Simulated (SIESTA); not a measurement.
Crystal: W.

```
W
1.0
    -1.58234    1.58234    1.58234
     1.58234   -1.58234    1.58234
     1.58234    1.58234   -1.58234
W
1
Direct
  0.00000 0.00000 0.00000
```

Base run:

- Program: SIESTA 5.4.2
- Functional: LDA
- Potentials or basis: PseudoDojo 0.4 standard (LDA files)
- Basis: DZP (energy shift 0.003 Ry; two zetas on semicore shells)
- Grid cutoff: 800 Ry
- Energy shift: 0.003 Ry
- k mesh: 12 × 12 × 12
- Occupations: fermi-dirac, width 0.05 eV
- Spin: no spin polarisation

Its results: band gap on the k mesh none (metal or under the smearing width); pressure -6.1 GPa.

**Question.** The run is repeated on the same cell with these changes: functional from LDA to PBE; potentials or basis from PseudoDojo 0.4 standard (LDA files) to PseudoDojo 0.4 standard (PBE files). What comes out?

**Answer.** Band gap on the k mesh none (metal or under the smearing width); pressure 9.9 GPa.

Caveats: short orbitals over semicore shells can move pressures by several GPa; the basis of atomic orbitals isn't converged, which shifts pressures, moduli and gaps.

Not every run made on this cell is shown here.
